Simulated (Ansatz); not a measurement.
## How an unstable B structure lowers its energy

The calculation used DFT PBE, scalar-relativistic, plane waves, PAW (Ansatz). Settings: cutoff 420 eV, Γ-centred meshes no coarser than 0.19 Å⁻¹ for metals and 0.3 Å⁻¹ for insulators (2π included), Gaussian smearing.

The start was the fcc type (Fm-3m, No. 225), relaxed within its symmetry. A cell of 8 atoms (8 times the primitive one) was then disturbed at random, relaxed without symmetry and relaxed once more on a fine mesh. For metals, differences of a few meV/atom aren't resolved.

Before:

Space group Fm-3m (No. 225). a = 2.866 Å, b = 2.866 Å, c = 2.866 Å, α = 90.00°, β = 90.00°, γ = 90.00°
| atom | site | symmetry | x | y | z |
| --- | --- | --- | --- | --- | --- |
| B | 4a | m-3m | 0.0000 | 0.0000 | 0.0000 |

After:

```cif
data_structure
_symmetry_space_group_name_H-M 'C2/m'
_symmetry_Int_Tables_number 12
_cell_length_a 5.6043
_cell_length_b 2.9069
_cell_length_c 3.2457
_cell_angle_alpha 90.000
_cell_angle_beta 92.319
_cell_angle_gamma 90.000
_cell_volume 52.83
loop_
_atom_site_label
_atom_site_type_symbol
_atom_site_symmetry_multiplicity
_atom_site_Wyckoff_symbol
_atom_site_fract_x
_atom_site_fract_y
_atom_site_fract_z
_atom_site_occupancy
B1 B 4 i 0.90270 0.50000 0.69422 1
B2 B 4 i 0.76902 0.50000 0.17071 1
```

Question: Is this a distortion of the same structure or a reconstruction, and what lowers the energy?

Answer: A reconstruction, from Fm-3m (No. 225) to C2/m (No. 12). B–B bonds form, at 1.70 Å where the closest pair was 2.03 Å apart.

Question: What does it gain?

Answer: 1137 meV/atom, with the volume going from 5.89 to 6.60 Å³/atom.

This fcc form isn't the element's structure at ambient conditions.